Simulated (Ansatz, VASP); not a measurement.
**ZnAu in VASP and in Ansatz**

```xyz
2
Lattice="3.1470 0.0000 0.0000 0.0000 3.1470 0.0000 0.0000 0.0000 3.1470" Properties=species:S:1:pos:R:3 pbc="T T T"
Zn    1.5735    1.5735    1.5735
Au    0.0000    0.0000    0.0000
```

Alike in both runs: task relaxation of cell and atoms; functional PBEsol; k mesh 9 × 9 × 9; occupations fermi-dirac, width 0.15 eV; no spin polarisation.

```csv
,VASP,Ansatz
version,VASP 6.6.1,Ansatz 0.2.0
potentials or method,"VASP PAW PBE potentials, release 64 (Zn, Au)","plane waves, PAW"
plane-wave cutoff (eV),600,490
valence electrons in the cell,23,31
```

```tsv
	VASP	Ansatz	Ansatz less VASP
relaxed volume (Å³/atom)	15.36	15.34	-0.016
relaxed cell length with the largest relative difference (Å)	3.132	3.131	-0.0011
energy change over the relaxation (meV/atom)	-1	-2	-0.3
```

The two sets of potentials don't hold the same shells in valence.

Caveats: the PAW data sets were made with another functional, which shifts forces and pressure a little (VASP). Spin-orbit coupling is left out, which matters for the levels of Au.
